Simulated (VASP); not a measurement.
Input of a VASP 6.6.1 run:

File INCAR:

```
  PREC = Accurate
  ENCUT = 520
  EDIFF = 1E-6
  ISMEAR = 0
  SIGMA = 0.15
  LREAL = F
  LASPH = T
  NELM = 60
  ALGO = Normal
  ISIF = 2
  LWAVE = F
  LCHARG = F
  NBANDS = 18
```

KPOINTS

```
Automatic mesh
0
Gamma
  12 12 12
```

Contents of POSCAR:

```
BiTe
1.0
    2.3500265396      1.3567884553      3.2177731959
   -2.3500265396      1.3567884553      3.2177731959
    0.0000000000     -2.7135769105      3.2177731959
Bi Te
1 1
Direct
    0.5000000000      0.5000000000      0.5000000000
    0.0000000000      0.0000000000      0.0000000000
```

Potentials or basis: VASP PAW LDA potentials, release 64 (Bi_d, Te).

Command:

```sh
$ cat potpaw_LDA.64/Bi_d/POTCAR potpaw_LDA.64/Te/POTCAR > POTCAR
$ mpirun -np 1 vasp_std > vasp.out
```

Problem. Predict the band gap on the k mesh.

Solution. None (metal or under the smearing width).

Problem. What does it give for the pressure?

Solution. 1.3 GPa.

Stress tensor (GPa, compression positive):
```
1.58 0.00 0.00
0.00 1.58 0.00
0.00 0.00 0.63
```

Caveat: spin-orbit coupling is left out, which moves the levels of the heavy elements.
